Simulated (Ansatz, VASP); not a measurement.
**TaN: VASP beside Ansatz**

```
Ta N
1.0
     3.04800    0.00000    0.00000
    -1.52400    2.63965    0.00000
     0.00000    0.00000    4.91800
Ta N
2 2
Direct
  0.00000 0.00000 0.00000
  0.00000 0.00000 0.50000
  0.33333 0.66667 0.25000
  0.66667 0.33333 0.75000
```

Alike in both runs: task single point; functional LDA; k mesh 7 × 7 × 4; occupations gaussian, width 0.05 eV; collinear spin, zero start; Hubbard terms Ta d U = 6 eV.

```csv
,VASP,Ansatz
version,VASP 6.6.1,Ansatz 0.2.0
potentials or method,"VASP PAW LDA potentials, release 64 (Ta_pv, N)",Ansatz PAW
plane-wave cutoff (eV),520,420
valence electrons in the cell,32,36
```

```csv
,VASP,Ansatz,Ansatz less VASP
gap on the k mesh at the Fermi level (eV),none,none,-
rms of the force components (eV/Å),0.000,0.095,+0.0952
net moment per atom (μB),0.00,0.36,+0.364
size of the moment on the site where the two differ most (μB),0.00,0.32,+0.319
```

The net moments differ so much that the two runs ended in different magnetic states, which moves the other rows too. Site moments also hang on the region over which each program counts them. The programs project onto different local orbitals, so the same U acts differently. Atom by atom the forces differ by 0.095 eV/Å (rms over components). A gap of «none» marks a metal or a gap that the smearing closes. The two sets of potentials don't hold the same shells in valence.

Caveats: the magnetic or orbital state may not be the lowest (Ansatz); the PAW data sets come from PBE, with cores solved anew for the run's functional, which leaves a small shift of forces and pressure (Ansatz). Spin-orbit coupling is left out, which matters for the levels of Ta.
